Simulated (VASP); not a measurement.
# BN (Fmm2) in VASP: a series of runs, part 2 of 2

VASP 6.6.1.

### Step 4. Single point, PBE

Contents of INCAR:

```
PREC = Accurate
ENCUT = 520
EDIFF = 1E-7
ISMEAR = 0
SIGMA = 0.05
LREAL = False
LASPH = True
NELM = 100
ALGO = Normal
ISIF = 2
LWAVE = False
LCHARG = False
GGA = PE
ADDGRID = False
```

Contents of KPOINTS:

```
regular mesh
0
Gamma
  5 5 5
```

Contents of POSCAR:

```
BN
1.0
    0.0000000000      3.4953158300      2.1660912400
    1.2516321000      0.0000000000      2.1660912400
    1.2516321000      3.4953158300      0.0000000000
N B
1 1
Direct
    0.6643870000      0.6373240000      0.3259630000
   -0.0156690000     -0.0240960000      1.0349220000
```

Potentials or basis: VASP PAW PBE potentials, release 64 (N_s, B_s).

Run with:

```bash
$ cat potpaw_PBE.64/N_s/POTCAR potpaw_PBE.64/B_s/POTCAR > POTCAR
$ mpirun -np 1 vasp_std > vasp.out
```

OUTCAR:

```text
PREC = Accurate
   ENCUT = 520
   EDIFF = 1E-7
   ISMEAR = 0
   LREAL = False
   LASPH = True
   NELM = 100
   ISIF = 2
   GGA = PE

 Found     63 irreducible k-points:

 Following reciprocal coordinates:
            Coordinates               Weight
  0.000000  0.000000  0.000000      1.000000
  0.200000 -0.000000 -0.000000      2.000000
 -0.200000 -0.200000 -0.200000      2.000000
 -0.000000  0.200000  0.000000      2.000000
  0.000000  0.000000  0.200000      2.000000
  0.400000  0.000000  0.000000      2.000000
[... 134 lines left out ...]
      4       1.3311      2.00000
      5       9.2399      0.00000
      6      12.5548      0.00000
      7      15.1418      0.00000
      8      19.8456      0.00000

 [... further k-points ...]
[... 5 lines left out ...]
  --------------------------------------------------------------------------------------
  -------------------------------------------------------------------------------------
  Total        0.6842016      0.0288371      1.0516095     -0.2398119      0.0395029      0.7745017
  in kB       57.8395351      2.4377691     88.8986618    -20.2726941      3.3394131     65.4731262
  external PRESSURE =      49.7253220 kB  Pullay stress =       0.0000000 kB

 VOLUME and BASIS-vectors are now :
 -----------------------------------------------------------------------------
  energy-cutoff  :      520.00
  volume of cell :       18.95
      direct lattice vectors                 reciprocal lattice vectors
     0.000000000  3.495315830  2.166091240    -0.399478409  0.143048590  0.230830535
     1.251632100  0.000000000  2.166091240     0.399478409 -0.143048590  0.230830535
     1.251632100  3.495315830  0.000000000     0.399478409  0.143048590 -0.230830535

 POSITION                                       TOTAL-FORCE (eV/Angst)
 -----------------------------------------------------------------------------------
      1.20568      3.46159      2.81962         2.375307      1.282728     -0.549104
      1.26518      3.56261      4.24605        -2.375307     -1.282728      0.549104
 -----------------------------------------------------------------------------------
    total drift:                               -0.000029     -0.000008     -0.000037

  FREE ENERGIE OF THE ION-ELECTRON SYSTEM (eV)
  ---------------------------------------------------
  free  energy   TOTEN  =       -17.4095044142 eV

  energy  without entropy=      -17.4095044142  energy(sigma->0) =      -17.40950441
```

OSZICAR:

```text
N       E                     dE             d eps       ncg     rms          rms(c)
DAV:   1     0.148212941528E+02    0.14821E+02   -0.43196E+03  1312   0.109E+03
DAV:   2    -0.179240567196E+02   -0.32745E+02   -0.31519E+02  1064   0.206E+02
DAV:   3    -0.193239211915E+02   -0.13999E+01   -0.13999E+01  1856   0.538E+01
DAV:   4    -0.193271373205E+02   -0.32161E-02   -0.32161E-02  1088   0.233E+00
DAV:   5    -0.193271687031E+02   -0.31383E-04   -0.31383E-04  1872   0.478E-01    0.176E+01
DAV:   6    -0.176205560113E+02    0.17066E+01   -0.70172E+00  1536   0.298E+01    0.218E+01
DAV:   7    -0.175002028813E+02    0.12035E+00   -0.11839E-01  1456   0.673E+00    0.164E+01
DAV:   8    -0.174104696204E+02    0.89733E-01   -0.34582E-01  1576   0.129E+01    0.116E+00
DAV:   9    -0.174093139049E+02    0.11557E-02   -0.43403E-03  1072   0.140E+00    0.494E-01
DAV:  10    -0.174094159715E+02   -0.10207E-03   -0.17734E-03  1536   0.101E+00    0.139E-01
DAV:  11    -0.174094767374E+02   -0.60766E-04   -0.61494E-05  1400   0.110E-01    0.579E-02
DAV:  12    -0.174095039814E+02   -0.27244E-04   -0.30590E-05  1160   0.520E-02    0.903E-03
DAV:  13    -0.174095043373E+02   -0.35592E-06   -0.63530E-07  1640   0.125E-02    0.407E-03
DAV:  14    -0.174095044142E+02   -0.76960E-07   -0.12401E-07  1232   0.432E-03
   1 F= -.17409504E+02 E0= -.17409504E+02  d E =-.596199E-11
```

Run time: 5.6 s. Hardware: 1 thread of Intel Xeon 6975P-C (Granite Rapids), shared host; peak memory 0.14 GiB.

The run converged, but some of its settings lie outside the range that counts as converged, so its numbers aren't taken as properties of the crystal.

Results:

```yaml
Free_energy: -17.4095 eV
Pressure: 5.0 GPa
Largest_force: 2.755 eV/Å
Band_gap_on_the_k_mesh: 4.13 eV, indirect (least direct gap 4.76 eV)
```

Caveat: the k mesh is coarse (spacing up to 0.61 Å⁻¹), so the values aren't converged; an odd mesh through Γ misses points on the zone boundary, where band edges often lie.

### Step 5. Single point, PBE

INCAR, as its differences from that of step 4:

```diff
@@ -1,3 +1,3 @@
 PREC = Accurate
-ENCUT = 520
+ENCUT = 400
 EDIFF = 1E-7
```

Contents of KPOINTS:

```
regular mesh
0
Gamma
  6 6 6
```

Contents of POSCAR:

```
BN
1.0
    0.0000000000      3.4953158300      2.1660912400
    1.2516321000      0.0000000000      2.1660912400
    1.2516321000      3.4953158300      0.0000000000
N B
1 1
Direct
    0.6666513400      0.6666513400      0.3333486600
    0.0000486500      0.0000486500      0.9999513500
```

Potentials or basis: VASP PAW PBE potentials, release 64 (N_s, B_s).

Run with:

```bash
$ cat potpaw_PBE.64/N_s/POTCAR potpaw_PBE.64/B_s/POTCAR > POTCAR
$ mpirun -np 1 vasp_std > vasp.out
```

OUTCAR:

```text
PREC = Accurate
   ENCUT = 400
   EDIFF = 1E-7
   ISMEAR = 0
   LREAL = False
   LASPH = True
   NELM = 100
   ISIF = 2
   GGA = PE

 Found     46 irreducible k-points:

 Following reciprocal coordinates:
            Coordinates               Weight
  0.000000  0.000000  0.000000      1.000000
  0.166667  0.000000 -0.000000      8.000000
  0.333333  0.000000  0.000000      8.000000
  0.500000  0.000000  0.000000      4.000000
  0.166667  0.166667  0.000000      2.000000
[... 144 lines left out ...]

  FORCE on cell =-STRESS in cart. coord.  units (eV):
  Direction    XX          YY          ZZ          XY          YZ          ZX
  --------------------------------------------------------------------------------------
  -------------------------------------------------------------------------------------
  Total        0.6454886      0.1592866      0.6510103      0.0000000      0.0000000      0.0000000
  in kB       54.5668998     13.4654235     55.0336857      0.0000000      0.0000000      0.0000000
  external PRESSURE =      41.0220030 kB  Pullay stress =       0.0000000 kB

 VOLUME and BASIS-vectors are now :
 -----------------------------------------------------------------------------
  energy-cutoff  :      400.00
  volume of cell :       18.95
      direct lattice vectors                 reciprocal lattice vectors
     0.000000000  3.495315830  2.166091240    -0.399478409  0.143048590  0.230830535
     1.251632100  0.000000000  2.166091240     0.399478409 -0.143048590  0.230830535
     1.251632100  3.495315830  0.000000000     0.399478409  0.143048590 -0.230830535

 POSITION                                       TOTAL-FORCE (eV/Angst)
 -----------------------------------------------------------------------------------
      1.25163      3.49532      2.88806         0.000000      0.000000     -0.010073
      1.25163      3.49532      0.00021         0.000000      0.000000      0.010073
 -----------------------------------------------------------------------------------
    total drift:                                0.000001      0.000001      0.000037

  FREE ENERGIE OF THE ION-ELECTRON SYSTEM (eV)
  ---------------------------------------------------
  free  energy   TOTEN  =       -17.5495762672 eV

  energy  without entropy=      -17.5495762672  energy(sigma->0) =      -17.54957627
```

It took 3.5 s on 1 thread of Intel Xeon 6975P-C (Granite Rapids), shared host; peak memory 0.12 GiB.

The run converged, but some of its settings lie outside the range that counts as converged, so its numbers aren't taken as properties of the crystal.

What came out:

```
Free energy            : -17.5496 eV
Pressure               : 4.1 GPa
Largest force          : 0.010 eV/Å
Band gap on the k mesh : 3.85 eV, indirect (least direct gap 4.55 eV)
```

Caveat: the k mesh is coarse (spacing up to 0.51 Å⁻¹), so the values aren't converged.

### Step 6. The reference run

An earlier run on the cell as given: functional PBE; potentials or basis VASP PAW PBE potentials, release 64 (N, B); cutoff 520 eV; k mesh 13 × 13 × 13; occupations fermi-dirac, width 0.05 eV; no spin polarisation.

- Pressure: 3.3 GPa
- Largest force: 0.010 eV/Å
- Band gap on the k mesh: 3.90 eV, indirect (least direct gap 4.65 eV)
